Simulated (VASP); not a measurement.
## VASP 6.6.1, r²SCAN single-point calculation, NaCl (strained rocksalt)

INCAR

```
LWAVE = .FALSE.
ALGO = Normal
NSW = 0
LREAL = .FALSE.
ISIF = 2
LCHARG = .FALSE.
PREC = Accurate
ISMEAR = 0
NBANDS = 14
SIGMA = 0.01
NELM = 120
IBRION = -1
LASPH = .TRUE.
METAGGA = R2SCAN
EDIFF = 1E-7
ENCUT = 520
```

KPOINTS

```
KPOINTS created by Atomic Simulation Environment
0
Gamma
8 8 8
0 0 0
```

KPOINTS_OPT

```
special points
6
Reciprocal
0.0000000000 0.0000000000 0.0000000000 1
0.5000000000 0.0000000000 0.5000000000 1
0.6250000000 0.2500000000 0.6250000000 1
0.3750000000 0.3750000000 0.7500000000 1
0.5000000000 0.5000000000 0.5000000000 1
0.5000000000 0.2500000000 0.7500000000 1
```

POSCAR

```
Na Cl
 1.0000000000000000
     0.0000000000000000    2.8340890571999999    2.8026988303000002
     2.8340890571999999    0.0000000000000000    2.8026988303000002
     2.8340890571999999    2.8340890571999999    0.0000000000000000
 Na  Cl
   1   1
Cartesian
  0.0000000000000000  0.0000000000000000  0.0000000000000000
  2.8340890571999999  2.8340890571999999  2.8026988302999998
```

VASP ran with the recommended PBE PAW datasets (14 valence electrons in the cell).

Command

```
mpirun -np 1 vasp_std
```

OSZICAR

```
N       E                     dE             d eps       ncg     rms          rms(c)
DAV:   1     0.936990788239E+02    0.93699E+02   -0.73558E+03  1664   0.104E+03
DAV:   2    -0.726740944579E+01   -0.10097E+03   -0.93238E+02  1810   0.271E+02
DAV:   3    -0.158266101096E+02   -0.85592E+01   -0.84985E+01  2150   0.741E+01
DAV:   4    -0.159663133789E+02   -0.13970E+00   -0.13966E+00  1948   0.101E+01
DAV:   5    -0.159692844847E+02   -0.29711E-02   -0.29709E-02  2208   0.149E+00    0.226E+00
DAV:   6    -0.137953701420E+02    0.21739E+01   -0.53973E-01  1766   0.737E+00    0.232E+00
DAV:   7    -0.137791933415E+02    0.16177E-01   -0.15510E-01  2132   0.276E+00    0.123E+00
DAV:   8    -0.137847544878E+02   -0.55611E-02   -0.65609E-03  2024   0.602E-01    0.464E-01
DAV:   9    -0.137866690029E+02   -0.19145E-02   -0.42312E-03  1784   0.572E-01    0.134E-01
DAV:  10    -0.137867183234E+02   -0.49321E-04   -0.10867E-04  2252   0.823E-02    0.283E-02
DAV:  11    -0.137867354428E+02   -0.17119E-04   -0.71659E-05  1922   0.698E-02    0.430E-02
DAV:  12    -0.137867375642E+02   -0.21214E-05   -0.44740E-06  2114   0.159E-02    0.374E-03
DAV:  13    -0.137867374002E+02    0.16402E-06   -0.13375E-07  2012   0.328E-03    0.829E-04
DAV:  14    -0.137867375516E+02   -0.15137E-06   -0.18747E-08  1480   0.140E-03    0.647E-04
DAV:  15    -0.137867375692E+02   -0.17614E-07   -0.33822E-09  1168   0.496E-04
   1 F= -.13786738E+02 E0= -.13786738E+02  d E =-.371696E-46
       N       E                     dE             ncg
DAV:   1     0.131758249003E+04   -0.32317E+04      168
DAV:   2     0.659832470119E+03   -0.65775E+03      174
DAV:   3     0.605840243340E+03   -0.53992E+02      216
DAV:   4     0.604988444729E+03   -0.85180E+00      210
DAV:   5     0.604968731708E+03   -0.19713E-01      214
DAV:   6     0.604968214484E+03   -0.51722E-03      220
DAV:   7     0.604968202890E+03   -0.11593E-04      234
DAV:   8     0.604968202623E+03   -0.26692E-06      184
DAV:   9     0.604968202609E+03   -0.14328E-07      158
```

From OUTCAR

```
k-points           NKPTS =     59   k-points in BZ     NKDIM =     59   number of bands    NBANDS=     14

   NELECT =      14.0000    total number of electrons

   dimension x,y,z NGX =    30 NGY =   30 NGZ =   30
   dimension x,y,z NGXF=    60 NGYF=   60 NGZF=   60

  energy-cutoff  :      520.00
  volume of cell :       45.02
      direct lattice vectors                 reciprocal lattice vectors
     0.000000000  2.834089057  2.802698830    -0.176423531  0.176423531  0.178399475
     2.834089057  0.000000000  2.802698830     0.176423531 -0.176423531  0.178399475
     2.834089057  2.834089057  0.000000000     0.176423531  0.176423531 -0.178399475

 k-points in reciprocal lattice and weights: KPOINTS created by Atomic Simulation Env
   0.00000000  0.00000000  0.00000000       0.002
   0.12500000 -0.00000000  0.00000000       0.016
   0.25000000 -0.00000000  0.00000000       0.016
   0.37500000  0.00000000  0.00000000       0.016
   0.50000000 -0.00000000  0.00000000       0.008
   0.12500000  0.12500000  0.00000000       0.004
   0.25000000  0.12500000  0.00000000       0.016
   0.37500000  0.12500000  0.00000000       0.016
   ...

 E-fermi :  -1.0854

 k-point     1 :       0.0000    0.0000    0.0000
  band No.  band energies     occupation
      1     -22.7126      2.00000
      2     -22.7123      2.00000
      3     -22.7108      2.00000
      4     -14.3997      2.00000
      5      -1.1920      2.00000
      6      -1.1835      2.00000
      7      -1.1835      2.00000
      8       4.7191      0.00000
      9      10.5434      0.00000
     10      10.5434      0.00000
     11      10.6265      0.00000
     12      12.7463      0.00000
     13      12.8835      0.00000
     14      14.3987      0.00000

 k-point     2 :       0.1250   -0.0000    0.0000
  band No.  band energies     occupation
      1     -22.7160      2.00000
      2     -22.7129      2.00000
      3     -22.7115      2.00000
      4     -14.3527      2.00000
      5      -1.5414      2.00000
      6      -1.2300      2.00000
      7      -1.2276      2.00000
      8       5.2068      0.00000
      9      10.0282      0.00000
     10      10.7486      0.00000
     11      10.8100      0.00000
     12      12.5341      0.00000
     13      12.6514      0.00000
     14      15.4035      0.00000

 k-point     3 :       0.2500   -0.0000    0.0000
  band No.  band energies     occupation
      1     -22.7259      2.00000
      2     -22.7136      2.00000
      3     -22.7121      2.00000
      4     -14.2358      2.00000
      5      -2.2612      2.00000
      6      -1.3306      2.00000
      7      -1.3261      2.00000
      8       6.1640      0.00000
      9       9.5140      0.00000
     10      10.8881      0.00000
     11      10.9881      0.00000
     12      12.7947      0.00000
     13      12.8416      0.00000
     14      15.5033      0.00000

 k-point     4 :       0.3750    0.0000    0.0000
  band No.  band energies     occupation
      1     -22.7356      2.00000
      2     -22.7143      2.00000
      3     -22.7127      2.00000
      4     -14.1143      2.00000
      5      -2.8667      2.00000
      6      -1.4292      2.00000
      7      -1.4184      2.00000
      8       6.6845      0.00000
      9       9.9065      0.00000
     10      10.6433      0.00000
     11      10.7597      0.00000
     12      14.1920      0.00000
     13      14.2005      0.00000
     14      14.9395      0.00000

 k-point     5 :       0.5000   -0.0000    0.0000
  band No.  band energies     occupation
      1     -22.7397      2.00000
      2     -22.7146      2.00000
      3     -22.7130      2.00000
      4     -14.0625      2.00000
      5      -3.0961      2.00000
      6      -1.4689      2.00000
      7      -1.4555      2.00000
      8       6.7512      0.00000
      9      10.3959      0.00000
     10      10.5164      0.00000
     11      10.6338      0.00000
     12      14.7686      0.00000
     13      15.7855      0.00000
     14      15.8619      0.00000

 k-point     6 :       0.1250    0.1250    0.0000
  band No.  band energies     occupation
      1     -22.7149      2.00000
      2     -22.7136      2.00000
      3     -22.7134      2.00000
      4     -14.3365      2.00000
      5      -1.5711      2.00000
      6      -1.2850      2.00000
      7      -1.2850      2.00000
      8       5.3736      0.00000
      9       9.7390      0.00000
     10      10.9423      0.00000
     11      10.9423      0.00000
     12      12.0084      0.00000
     13      12.9737      0.00000
     14      15.8678      0.00000

 k-point     7 :       0.2500    0.1250    0.0000
  band No.  band energies     occupation
      1     -22.7226      2.00000
      2     -22.7148      2.00000
      3     -22.7134      2.00000
      4     -14.2448      2.00000
      5      -2.0959      2.00000
      6      -1.3953      2.00000
      7      -1.3820      2.00000
      8       6.2117      0.00000
      9       9.1561      0.00000
     10      10.9161      0.00000
     11      11.2590      0.00000
     12      11.9568      0.00000
     13      13.3089      0.00000
     14      16.6290      0.00000

 k-point     8 :       0.3750    0.1250    0.0000
  band No.  band energies     occupation
      1     -22.7318      2.00000
      2     -22.7155      2.00000
      3     -22.7140      2.00000
      4     -14.1277      2.00000
      5      -2.6713      2.00000
      6      -1.5197      2.00000
      7      -1.4916      2.00000
      8       6.9577      0.00000
      9       9.2780      0.00000
     10      10.3272      0.00000
     11      11.1025      0.00000
     12      13.1708      0.00000
     13      14.5297      0.00000
     14      16.1281      0.00000

 k-point     9 :       0.5000    0.1250    0.0000
  band No.  band energies     occupation
      1     -22.7373      2.00000
      2     -22.7155      2.00000
      3     -22.7149      2.00000
      4     -14.0547      2.00000
      5      -2.9830      2.00000
      6      -1.6370      2.00000
      7      -1.5214      2.00000
      8       7.1399      0.00000
      9       9.8921      0.00000
     10      10.1892      0.00000
     11      10.8647      0.00000
     12      14.5264      0.00000
     13      15.8503      0.00000
     14      15.9733      0.00000

 k-point    10 :      -0.3750    0.1250    0.0000
  band No.  band energies     occupation
      1     -22.7360      2.00000
      2     -22.7155      2.00000
      3     -22.7146      2.00000
      4     -14.0724      2.00000
      5      -2.9048      2.00000
      6      -1.6674      2.00000
      7      -1.4696      2.00000
      8       7.1455      0.00000
      9       9.9000      0.00000
     10      10.1214      0.00000
     11      10.8528      0.00000
     12      13.9916      0.00000
     13      15.7567      0.00000
     14      15.8174      0.00000

 k-point    11 :      -0.2500    0.1250    0.0000
  band No.  band energies     occupation
      1     -22.7290      2.00000
      2     -22.7149      2.00000
      3     -22.7135      2.00000
      4     -14.1694      2.00000
      5      -2.4755      2.00000
      6      -1.5850      2.00000
      7      -1.3628      2.00000
      8       6.7971      0.00000
      9       9.3052      0.00000
     10      10.5064      0.00000
     11      11.1173      0.00000
     12      12.3501      0.00000
     13      14.2478      0.00000
     14      16.3604      0.00000

 k-point    12 :      -0.1250    0.1250    0.0000
  band No.  band energies     occupation
      1     -22.7209      2.00000
      2     -22.7132      2.00000
      3     -22.7127      2.00000
      4     -14.2849      2.00000
      5      -1.9085      2.00000
      6      -1.4054      2.00000
      7      -1.2608      2.00000
      8       5.8743      0.00000
      9       9.5100      0.00000
     10      10.9266      0.00000
     11      11.0925      0.00000
     12      11.8850      0.00000
     13      13.0969      0.00000
     14      16.5439      0.00000

 k-point    13 :       0.2500    0.2500    0.0000
  band No.  band energies     occupation
      1     -22.7228      2.00000
      2     -22.7164      2.00000
      3     -22.7162      2.00000
      4     -14.1913      2.00000
      5      -2.2441      2.00000
      6      -1.5139      2.00000
      7      -1.5139      2.00000
      8       6.7174      0.00000
      9       8.5013      0.00000
     10      10.5853      0.00000
     11      12.0126      0.00000
     12      12.0127      0.00000
     13      13.6059      0.00000
     14      18.6709      0.00000

 ...

  Total       -0.2626927     -0.2626927     -0.1242473      0.0000000      0.0000000      0.0000000
  in kB       -9.3481375     -9.3481375     -4.4214457      0.0000000      0.0000000      0.0000000
  external PRESSURE =      -7.7059069 kB  Pullay stress =       0.0000000 kB

 POSITION                                       TOTAL-FORCE (eV/Angst)
 -----------------------------------------------------------------------------------
      0.00000      0.00000      0.00000         0.000000     -0.000000     -0.000000
      2.83409      2.83409      2.80270        -0.000000      0.000000      0.000000
 -----------------------------------------------------------------------------------
    total drift:                               -0.000000      0.000000      0.000000

  FREE ENERGIE OF THE ION-ELECTRON SYSTEM (eV)
  ---------------------------------------------------
  free  energy   TOTEN  =       -13.7867375692 eV

  energy  without entropy=      -13.7867375692  energy(sigma->0) =      -13.78673757
```

```yaml
gap_between_bands_v_and_c: 5.90 eV
least_direct_gap: 5.90 eV
pressure: -0.8 GPa
```

Band v is the last that the valence electrons fill when counted band by band, and c is the next.

The run took about 2.3 min on one core of a shared host (Intel Xeon Platinum 8488C) and held 0.19 GiB at most.
